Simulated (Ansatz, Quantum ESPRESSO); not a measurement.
# Evanescent states of BeS, zinc blende type, lattice constant set to 4.796 Å, part 3 of 4

Aim: how fast states decay in the gap of BeS, zinc blende type, lattice constant set to 4.796 Å.

Quantum ESPRESSO 7.5; plane-wave DFT, LDA, GBRV ultrasoft pseudopotentials; cross-check by Ansatz 0.2.0 with PAW datasets.

So far. Step 2 (SCF with pw.x): The run needed 8 iterations to bring the estimated error under 1e-09 Ry.

The structure was built from a prototype and need not be the compound's stable phase.

### 4. Complex band structure, with nz1 = 1

Level of this step: complex band structure by pwcond; plane-wave DFT, LDA, GBRV ultrasoft pseudopotentials (Quantum ESPRESSO).

A sensitivity test on the input.

cbs.w.in

```
&inputcond
  outdir = './out'
  prefixl = 'scf'
  band_file = 'cbs.w'
  ikind = 0
  ewind = 4.0
  epsproj = 1e-05
  nz1 = 1
  energy0 = 7.44
  denergy = -0.24
/
4
  0.00000000 0.00000000 1.00000000
  0.50000000 0.00000000 1.00000000
  0.50000000 0.50000000 1.00000000
  0.25000000 0.00000000 1.00000000
40
```

Command:

```console
OMP_NUM_THREADS=1 mpirun -n 2 pwcond.x -in cbs.w.in > cbs.w.out
```

Log:

```text
[banner, memory and clock lines left out]
Program PWCOND v.7.5 starts
[citation notice left out]

[...]
./out/scf.save/

     IMPORTANT: XC functional enforced from input :
     Exchange-correlation= PZ
                           (   1   1   0   0   0   0   0)
     Any further DFT definition will be discarded
     Please, verify this is what you really want

     Reading collected, re-writing distributed wavefunctions

===== INPUT FILE containing the left lead =====

     GEOMETRY:

     lattice parameter (alat)  =       6.4086  a.u.
     the volume                =     372.2238 (a.u.)^3
     the cross section         =      41.0701 (a.u.)^2
     l of the unit cell        =       1.4142 (alat)
     number of atoms/cell      =            4
     number of atomic types    =            2

     crystal axes: (cart. coord. in units of alat)
               a(1) = (  1.0000  0.0000  0.0000 )
               a(2) = (  0.0000  1.0000  0.0000 )
               a(3) = (  0.0000  0.0000  1.4142 )

   Cartesian axes

     site n.     atom                  positions (alat units)
          1        Be     tau(  1)=(  0.0000  0.0000  1.4142  )
          2        S      tau(  2)=(  0.5000  0.0000  0.3536  )
          3        Be     tau(  3)=(  0.5000  0.5000  0.7071  )
          4        S      tau(  4)=(  0.0000  0.5000  1.0607  )

     nr1s                      =           25
     nr2s                      =           25
     nr3s                      =           40
     nr1sx                     =           25
     nr2sx                     =           25
     nr3sx                     =           40
     nr1                       =           30
     nr2                       =           30
     nr3                       =           45
     nr1x                      =           30
     nr2x                      =           30
     nr3x                      =           45

 _______________________________
  Radii of nonlocal spheres:

     type       ibeta     ang. mom.          radius (alat units)
       Be         1         0                    0.2522
       Be         2         0                    0.2522
       Be         3         0                    0.2522
       Be         4         1                    0.2522
       Be         5         1                    0.2522
       Be         6         2                    0.2522
       S          1         0                    0.2353
       S          2         0                    0.2353
       S          3         1                    0.2353
       S          4         1                    0.2353
       S          5         2                    0.2353
       S          6         2                    0.2353
----- General information -----

----- Complex band structure calculation -----

     nrx                       =           25
     nry                       =           25
     nz1                       =            1

     energy0               =         7.4E+00
     denergy               =        -2.4E-01
     nenergy               =         40
     ecut2d                =         4.0E+01
     ewind                 =         4.0E+00
     epsproj               =         1.0E-05

     number of k_|| points=    4
                       cryst. coord.
        k(    1) = (   0.0000000   0.0000000), wk =   0.2500000
        k(    2) = (   0.5000000   0.0000000), wk =   0.2500000
        k(    3) = (   0.5000000   0.5000000), wk =   0.2500000
        k(    4) = (   0.2500000   0.0000000), wk =   0.2500000
----- Information about left lead -----

     nocros                   =           14
     noins                    =           50
     norb                     =           78
     norbf                    =           78
     nrz                      =           40

      iorb      type   ibeta   ang. mom.   m       position (alat)
        1        1       1        0        1   taunew(   1)=(  0.0000  0.0000  0.0000)
        2        1       2        0        1   taunew(   2)=(  0.0000  0.0000  0.0000)
[...]
78        1       6        2        5   taunew(  78)=(  0.0000  0.0000  1.4142)
    k slab    z(k)  z(k+1)     crossing(iorb=1,norb)
    1   0.0000 0.0354 0.0354   111111111111110000000000000000000000000000000000000000000000000000000000000000
    2   0.0354 0.0707 0.0354   111111111111110000000000000000000000000000000000000000000000000000000000000000
[...]
40   1.3789 1.4142 0.0354   000000000000000000000000000000000000000000000000000000000000000011111111111111
 ngper, shell number =          137          22
 ngper, n2d =          137         100
---  E-Ef =    7.4400000  k =    0.0000000   0.0000000
---  ie =          1  ik =          1
 Nchannels of the left tip =            2
 Right moving states:
   k1(2pi/a)   k2(2pi/a)   E-Ef (eV)
   0.3680932   0.0000000   7.4400000
   0.3680932   0.0000000   7.4400000
 Left moving states:
   k1(2pi/a)   k2(2pi/a)   E-Ef (eV)
  -0.3680936  -0.0000000   7.4400000
  -0.3680936  -0.0000000   7.4400000

---  E-Ef =    7.2000000  k =    0.0000000   0.0000000
---  ie =          2  ik =          1
 Nchannels of the left tip =            4
 Right moving states:
   k1(2pi/a)   k2(2pi/a)   E-Ef (eV)
   0.2783581   0.0000000   7.2000000
   0.3398633   0.0000000   7.2000000
   0.3398633   0.0000000   7.2000000
  -0.3898700   0.0000000   7.2000000
 Left moving states:
   k1(2pi/a)   k2(2pi/a)   E-Ef (eV)
  -0.2783614  -0.0000000   7.2000000
  -0.3398636  -0.0000000   7.2000000
  -0.3398636  -0.0000000   7.2000000
   0.3898737  -0.0000000   7.2000000
[... further energies and points left out ...]
---  E-Ef =   -1.6800000  k =    0.2500000   0.0000000
---  ie =         39  ik =          4
 Nchannels of the left tip =            2
 Right moving states:
   k1(2pi/a)   k2(2pi/a)   E-Ef (eV)
   0.4218497  -0.0000000  -1.6800000
   0.4569131   0.0000000  -1.6800000
 Left moving states:
   k1(2pi/a)   k2(2pi/a)   E-Ef (eV)
  -0.4218497   0.0000000  -1.6800000
  -0.4569124  -0.0000000  -1.6800000

---  E-Ef =   -1.9200000  k =    0.2500000   0.0000000
---  ie =         40  ik =          4
 Nchannels of the left tip =            2
 Right moving states:
   k1(2pi/a)   k2(2pi/a)   E-Ef (eV)
   0.3308665  -0.0000000  -1.9200000
   0.4196569  -0.0000000  -1.9200000
 Left moving states:
   k1(2pi/a)   k2(2pi/a)   E-Ef (eV)
  -0.3308665   0.0000000  -1.9200000
  -0.4196561  -0.0000000  -1.9200000

[...]
```

Wall time 50 s (2 MPI ranks of Intel Xeon 6975P-C (Granite Rapids), shared host); peak memory 0.14 GiB.

The changed values were drawn from a wide range, not chosen for quality; the comparison shows what they did here together.

Beside the run it was changed from:

```tsv
quantity	this run	unchanged run	difference
peak of the smallest κ at the zone centre (Å⁻¹)	0.342	0.337	0.0050
peak of the smallest κ at (1/2, 0) (Å⁻¹)	0.394	0.392	0.0020
wall time (s)	50	62
```

The physical values in this table move by up to 1.5 %.

### 5. Complex band structure, with ewind, epsproj = [0.1, 0.1]

Another try, with an input changed as a hurried user might.

cbs.bad.in

```
&inputcond
  outdir = './out'
  prefixl = 'scf'
  band_file = 'cbs.bad'
  ikind = 0
  ewind = 0.1
  epsproj = 0.1
  nz1 = 7
  energy0 = 7.44
  denergy = -0.24
/
4
  0.00000000 0.00000000 1.00000000
  0.50000000 0.00000000 1.00000000
  0.50000000 0.50000000 1.00000000
  0.25000000 0.00000000 1.00000000
40
```

Command:

```console
OMP_NUM_THREADS=1 mpirun -n 2 pwcond.x -in cbs.bad.in > cbs.bad.out
```

Log:

```text
[banner, memory and clock lines left out]
Program PWCOND v.7.5 starts
[citation notice left out]

[...]
./out/scf.save/

     IMPORTANT: XC functional enforced from input :
     Exchange-correlation= PZ
                           (   1   1   0   0   0   0   0)
     Any further DFT definition will be discarded
     Please, verify this is what you really want

     Reading collected, re-writing distributed wavefunctions

===== INPUT FILE containing the left lead =====

     GEOMETRY:

     lattice parameter (alat)  =       6.4086  a.u.
     the volume                =     372.2238 (a.u.)^3
     the cross section         =      41.0701 (a.u.)^2
     l of the unit cell        =       1.4142 (alat)
     number of atoms/cell      =            4
     number of atomic types    =            2

     crystal axes: (cart. coord. in units of alat)
               a(1) = (  1.0000  0.0000  0.0000 )
               a(2) = (  0.0000  1.0000  0.0000 )
               a(3) = (  0.0000  0.0000  1.4142 )

   Cartesian axes

     site n.     atom                  positions (alat units)
          1        Be     tau(  1)=(  0.0000  0.0000  1.4142  )
          2        S      tau(  2)=(  0.5000  0.0000  0.3536  )
          3        Be     tau(  3)=(  0.5000  0.5000  0.7071  )
          4        S      tau(  4)=(  0.0000  0.5000  1.0607  )

     nr1s                      =           25
     nr2s                      =           25
     nr3s                      =           40
     nr1sx                     =           25
     nr2sx                     =           25
     nr3sx                     =           40
     nr1                       =           30
     nr2                       =           30
     nr3                       =           45
     nr1x                      =           30
     nr2x                      =           30
     nr3x                      =           45

 _______________________________
  Radii of nonlocal spheres:

     type       ibeta     ang. mom.          radius (alat units)
       Be         1         0                    0.2522
       Be         2         0                    0.2522
       Be         3         0                    0.2522
       Be         4         1                    0.2522
       Be         5         1                    0.2522
       Be         6         2                    0.2522
       S          1         0                    0.2353
       S          2         0                    0.2353
       S          3         1                    0.2353
       S          4         1                    0.2353
       S          5         2                    0.2353
       S          6         2                    0.2353
----- General information -----

----- Complex band structure calculation -----

     nrx                       =           25
     nry                       =           25
     nz1                       =            7

     energy0               =         7.4E+00
     denergy               =        -2.4E-01
     nenergy               =         40
     ecut2d                =         4.0E+01
     ewind                 =         1.0E-01
     epsproj               =         1.0E-01

     number of k_|| points=    4
                       cryst. coord.
        k(    1) = (   0.0000000   0.0000000), wk =   0.2500000
        k(    2) = (   0.5000000   0.0000000), wk =   0.2500000
        k(    3) = (   0.5000000   0.5000000), wk =   0.2500000
        k(    4) = (   0.2500000   0.0000000), wk =   0.2500000
----- Information about left lead -----

     nocros                   =           14
     noins                    =           50
     norb                     =           78
     norbf                    =           78
     nrz                      =           40

      iorb      type   ibeta   ang. mom.   m       position (alat)
        1        1       1        0        1   taunew(   1)=(  0.0000  0.0000  0.0000)
        2        1       2        0        1   taunew(   2)=(  0.0000  0.0000  0.0000)
[...]
78        1       6        2        5   taunew(  78)=(  0.0000  0.0000  1.4142)
    k slab    z(k)  z(k+1)     crossing(iorb=1,norb)
    1   0.0000 0.0354 0.0354   111111111111110000000000000000000000000000000000000000000000000000000000000000
    2   0.0354 0.0707 0.0354   111111111111110000000000000000000000000000000000000000000000000000000000000000
[...]
40   1.3789 1.4142 0.0354   000000000000000000000000000000000000000000000000000000000000000011111111111111
 ngper, shell number =          137          22
 ngper, n2d =          137          17
---  E-Ef =    7.4400000  k =    0.0000000   0.0000000
---  ie =          1  ik =          1
 Nchannels of the left tip =            2
 Right moving states:
   k1(2pi/a)   k2(2pi/a)   E-Ef (eV)
   0.2618376   0.0000000   7.4400000
   0.3211515  -0.0000000   7.4400000
 Left moving states:
   k1(2pi/a)   k2(2pi/a)   E-Ef (eV)
  -0.2618322  -0.0000000   7.4400000
  -0.3211553   0.0000000   7.4400000

---  E-Ef =    7.2000000  k =    0.0000000   0.0000000
---  ie =          2  ik =          1
 Nchannels of the left tip =            3
 Right moving states:
   k1(2pi/a)   k2(2pi/a)   E-Ef (eV)
   0.2288955   0.0000000   7.2000000
   0.2919638  -0.0000000   7.2000000
   0.3774552  -0.0000000   7.2000000
 Left moving states:
   k1(2pi/a)   k2(2pi/a)   E-Ef (eV)
  -0.2288901  -0.0000000   7.2000000
  -0.2919676   0.0000000   7.2000000
  -0.3774229  -0.0000000   7.2000000
[... further energies and points left out ...]
---  E-Ef =   -1.6800000  k =    0.2500000   0.0000000
---  ie =         39  ik =          4
 Nchannels of the left tip =            2
 Right moving states:
   k1(2pi/a)   k2(2pi/a)   E-Ef (eV)
   0.2947336   0.0000000  -1.6800000
   0.4212042  -0.0000000  -1.6800000
 Left moving states:
   k1(2pi/a)   k2(2pi/a)   E-Ef (eV)
  -0.2947296  -0.0000000  -1.6800000
  -0.4212036   0.0000000  -1.6800000

---  E-Ef =   -1.9200000  k =    0.2500000   0.0000000
---  ie =         40  ik =          4
 Nchannels of the left tip =            3
 Right moving states:
   k1(2pi/a)   k2(2pi/a)   E-Ef (eV)
  -0.0478966  -0.0000000  -1.9200000
   0.1430317   0.0000000  -1.9200000
   0.3849510  -0.0000000  -1.9200000
 Left moving states:
   k1(2pi/a)   k2(2pi/a)   E-Ef (eV)
   0.0479006   0.0000000  -1.9200000
  -0.1430278  -0.0000000  -1.9200000
  -0.3849503   0.0000000  -1.9200000

[...]
```

The job ended after 11 s (2 MPI ranks; peak memory 0.12 GiB).

The run finished, but its numbers are not taken as the system's. The fault: a window of plane waves far too small, with a loose projection threshold.

Beside the run it was changed from:

```tsv
quantity	this run	unchanged run	difference
peak of the smallest κ at (1/2, 0) (Å⁻¹)	0.41	0.392	0.018
wall time (s)	11	62
```

At one or more of the first three k points this run gives no bounded stop band to compare.

The physical values in this table move by up to 4.6 %.

(Continued in part 4 of 4.)

[Logs are printed without paths, hosts, clocks, repeated set-up lines and the standing remarks that a program may print on its own settings, such as how far it seeks lower states.]

[Hosts, paths, dates, database ids (printed as entryN), source tags and the programs' standing remarks are cut or masked in the printed files.]

[Maps of the electrostatic potential energy from Ansatz leave out the sawtooth potential of an applied field or a dipole correction, so their vacuum need not be flat; planar profiles and work functions include it.]
